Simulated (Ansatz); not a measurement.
## Is this Li2H stable against decomposition?

Computed with DFT PBE, scalar-relativistic, plane waves, PAW in Ansatz. All cells share a 420 eV cutoff and Γ-centred k meshes spaced at most about 0.3 Å⁻¹ (about 0.25 or finer for metals, 2π included). No spin polarisation.

Formation energies are uncorrected and refer to the elements' standard structures at the same level (H₂ as a molecule).

These are static total energies at zero pressure. With hydrogen, zero-point motion can shift formation energies by some tens of meV/atom.

The competitors are the elements and 1 reference phase of this chemical system (from databases or known types: LiH), relaxed at the same level; other known phases may be missing.

The candidate was reached from: MoP2 type (Cmc2_1).

```
Li H
1.0
     1.27762   -5.65081    0.00000
     1.27762    5.65081    0.00000
     0.00000    0.00000    4.92947
Li H
4 2
Direct
  0.05011 0.94989 0.27011
  0.94989 0.05011 0.77011
  0.81571 0.18429 0.34586
  0.18429 0.81571 0.84586
  0.43707 0.56293 0.45903
  0.56293 0.43707 0.95903
```

Task: Into what would it decompose?

Result: Its formation energy is -0.202 eV/atom. The lowest competing mixture at this composition is this:

```
phase      space group         source  share of atoms  ΔE_f (eV/atom)
   Li                -        element          0.3333         -0.0036
  LiH  Fm-3m (No. 225)  textbook type          0.6667          -0.417
```

The lowest database cell of Li (-0.0036) lies slightly below the reference, hence the non-zero entry.

The mixture lies at -0.279 eV/atom, and the candidate lies 77 meV/atom above it. The candidate matches no cell in the subsets of the Crystallography Open Database and the Materials Project at hand. It is metastable at best. Checks: no imaginary mode at Γ (other wave vectors untested).
